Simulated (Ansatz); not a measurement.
Tunnelling through a barrier is set by its complex band structure: the current falls as exp(−2κd) with the smallest κ.

Input:

```xyz
14
Lattice="5.7137 0.0000 0.0000 0.0000 5.7137 0.0000 2.8568 -2.8568 4.0402" Properties=species:S:1:pos:R:3 pbc="T T T"
Mg     5.7137     2.8568     2.0201
Mg     0.0000     0.0000     0.0000
Al     7.1421     0.0000     3.0301
Al     2.8568     1.4284     1.0100
Al     4.2853     0.0000     3.0301
Al     2.8568     4.2853     1.0100
O      2.8568     1.2716     2.9193
O      1.5852     2.8568     0.8992
O      2.8568    -1.2716     2.9193
O      4.1285     2.8568     0.8992
O      4.1285     0.0000     1.1209
O      5.7137    -1.2716     3.1410
O      1.5852     0.0000     1.1209
O      5.7137     1.2716     3.1410
```

The cell is taken as given.

Transport runs along the normal of the first two printed cell vectors, the (001) plane of the conventional cell.

No gap correction and no spin-orbit coupling; mid-gap is the computed energy nearest the middle.

### Question
Compute, with r2SCAN (Ansatz, a program for electronic structure), the band gap and the smallest decay constant κ at mid-gap.

### Answer
Gap 6.21 eV on a 8×8×8 mesh; κ = 0.407 1/Å, at the zone centre.
